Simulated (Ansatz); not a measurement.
Crystal: CuO.

```xyz
8
Lattice="-2.3418 1.7113 0.0000 0.8500 0.0000 -5.0579 -2.3418 -5.1339 0.0000" Properties=species:S:1:pos:R:3 pbc="T T T"
Cu   -1.1500   -0.8247   -0.0030
Cu   -3.4919   -2.5360   -0.0030
Cu   -3.0669   -0.8247   -2.5320
Cu   -3.0669   -4.2473   -2.5320
O    -1.6834   -0.2483   -3.7964
O    -1.6834   -3.6709   -3.7964
O    -2.1084    0.3103   -1.2675
O    -2.2756   -3.3602   -1.2432
```

The cell isn't the ideal one: atom 8 moved 0.30 Å.

| Quantity | Value |
| --- | --- |
| Program | Ansatz 0.2.0 |
| Task | relaxation of cell and atoms |
| Functional | LDA |
| Potentials or basis | Ansatz PAW |
| Cutoff | 420 eV (not typed: the program's choice for these potentials) |
| k mesh | 9 × 5 × 5 |
| Occupations | fermi-dirac, width 0.05 eV |
| Spin | no spin polarisation |

At the start: volume 10.13 Å³/atom.

Problem. How do energy, volume and symmetry change on relaxing?

Solution. It ends after 26 steps and the volume is 10.27 Å³/atom (+1.3 %); space group P4_2/mmc (No. 131, to 0.05 Å).

The path:
```tsv
step	energy change (eV)	largest force (eV/Å)	volume (Å³)
1	0.0000	2.3178	81.08
2	-0.2466	1.6759	79.88
3	-0.4735	0.9894	78.97
4	-0.5474	0.0165	80.25
5	-0.5545	0.0320	80.77
6	-0.5545	0.0166	80.81
7	-0.5546	0.0045	80.79
8	-0.6018	0.0048	80.79
9	-0.6273	0.0112	81.66
10	-0.6268	0.0561	81.88
11	-0.6283	0.0080	81.68
12	-0.6278	0.0019	81.79
13	-0.6278	0.0008	81.79
14	-0.6473	0.0017	81.79
15	-0.6478	0.0778	82.15
16	-0.6524	0.0151	82.05
17	-0.6523	0.0058	82.09
18	-0.6523	0.0008	82.09
19	-0.6567	0.0008	82.09
20	-0.6580	0.0035	82.04
21	-0.6580	0.0026	82.04
22	-0.6576	0.0074	82.12
23	-0.6575	0.0013	82.14
24	-0.6583	0.0013	82.14
25	-0.6584	0.0017	82.16
26	-0.6584	0.0017	82.16
```

Final structure:
```
Cu O
1.0
    -2.01706    2.01344   -0.15762
     0.39155   -0.00024   -5.02477
    -2.01834   -6.04206   -0.15816
Cu O
4 4
Direct
  0.24994 0.00000 0.25000
  0.75006 0.00000 0.75000
  0.00000 0.50000 0.50000
  0.50000 0.50000 0.00000
  0.74994 0.74970 0.24993
  0.25007 0.74970 0.74993
  0.74993 0.25030 0.25007
  0.25006 0.25030 0.75007
```

Caveat: the plane-wave basis is chosen anew once the cell has moved, so the energies of steps on either side of that aren't comparable; the pressure holds a Pulay correction of +0.9 GPa for the finite cutoff; the run has no spin polarisation, though such a crystal can be magnetic; the PAW data sets come from PBE, with cores solved anew for the run's functional, which leaves a small shift of forces and pressure.
